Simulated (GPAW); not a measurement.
Runs of GPAW 26.7.0 on Ir. The structure is cubic, space group Fm-3m (No. 225). The conventional cell has a = 3.831 Å, b = 3.831 Å, c = 3.831 Å, α = 90.00°, β = 90.00°, γ = 90.00°. Around Ir (site symmetry m-3m) lie 12 Ir at 2.71 Å. 

| task | level | potentials or basis | spin | U | cell | k mesh | cutoff (eV) | maxiter | older calculator (legacy_gpaw) | U projector left unscaled | band path | band points | grid spacing | other keys | gap on the mesh (eV) | pressure (GPa) | moment (μB) |
| --- | --- | --- | --- | --- | --- | --- | --- | --- | --- | --- | --- | --- | --- | --- | --- | --- | --- |
| atomic charges | LDA | the program's PAW data sets (release 1.2.1) made for this functional, pw | collinear, random start | - | as given | 12 × 12 × 12 | 600 | 150 | yes | - | - | - | - | - | none | -8.8 | 0.00 |
| band structure | revPBE+U | PAW data sets generated in the run's folder for this functional, pw | collinear, ferromagnetic start, SOC | Ir d U = 5.3 eV | as given | 12 × 12 × 12 | 600 | 150 | - | no | GXWKGLUWLK,UX | 80 | - | - | - | 8.7 | (a) |
| electrostatic potential | BEEF-vdW | GPAW PAW data sets (gpaw-data 1.2.1), pw | off | - | volume scaled by 0.88 | 12 × 12 × 12 | 600 | 75 | yes | - | - | - | - | several, not listed | none | - | - |
| band structure | OLYP+D3(BJ) | PAW data sets generated in the run's folder for this functional, pw | SOC, no magnetisation | - | volume scaled by 0.88 | 11 × 11 × 11 | 600 | 75 | - | - | GXWKGLUWLK,UX | 60 | - | several, not listed | - | 37.1 | - |
| band structure | BEEF-vdW | GPAW PAW data sets (gpaw-data 1.2.1), fd | collinear, zero start, SOC | - | as given | 10 × 10 × 10 | - | 150 | - | - | GXWKGLUWLK,UX | 60 | 0.16 Å | - | - | - | 0.00 |

Alike in all rows: smearing fermi-dirac 0.05 eV.

Task: Estimate the missing entries.

Result: (a) 0.47.

Caveats: spin-orbit coupling was added after a scalar SCF, so levels and gaps hold it while energy, forces, pressure and moments don't (some runs); this program's spin-orbit splittings come out too wide for heavy elements (some runs); the PAW data sets were made with another functional, which shifts forces and pressure a little (some runs); the U is typed as a test and isn't derived for this compound (some runs); pairwise dispersion overbinds metals, which lowers pressure and volume (some runs).

A k mesh can miss the band edges, and rows without SOC leave out spin-orbit coupling on Ir.

A gap of «none» marks a metal or a gap under the smearing width.

Runs at the PBE level aren't shown here.
